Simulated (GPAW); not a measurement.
ZnS (Wurtzite-4H):

```xyz
8
Lattice="3.8227 0.0000 0.0000 -1.9114 3.3106 0.0000 0.0000 0.0000 12.5200" Properties=species:S:1:pos:R:3 pbc="T T T"
Zn    1.9114    1.1035    9.3900
Zn    0.0000    2.2070    3.1300
Zn    0.0000    0.0000    6.2600
Zn    0.0000    0.0000    0.0000
S     1.9114    1.1035   11.7375
S     0.0000    2.2070    5.4775
S     0.0000    0.0000    8.6075
S     0.0000    0.0000    2.3475
```

Base run:

```yaml
Program: GPAW 26.7.0
Functional: PBE
Potentials_or_basis: GPAW PAW data sets (gpaw-data 1.2.1)
Cutoff: 500 eV
Basis: pw
k_mesh: 7 × 7 × 2
Occupations: fermi-dirac, width 0.05 eV
Spin: no spin polarisation
```

Its results: band gap on the k mesh 2.12 eV, direct; pressure 1.2 GPa; largest force 0.044 eV/Å.

Question: The run is repeated on the same cell with these changes: functional from PBE to LDA; potentials or basis from GPAW PAW data sets (gpaw-data 1.2.1) to the program's PAW data sets (release 1.2.1) made for this functional; cutoff from 500 eV to 450 eV. What comes out?

Answer: Band gap on the k mesh 1.88 eV, direct; pressure -5.6 GPa; largest force 0.038 eV/Å.

Caveats: the cutoff is short for stress and forces, so pressures can be off by a GPa or more.

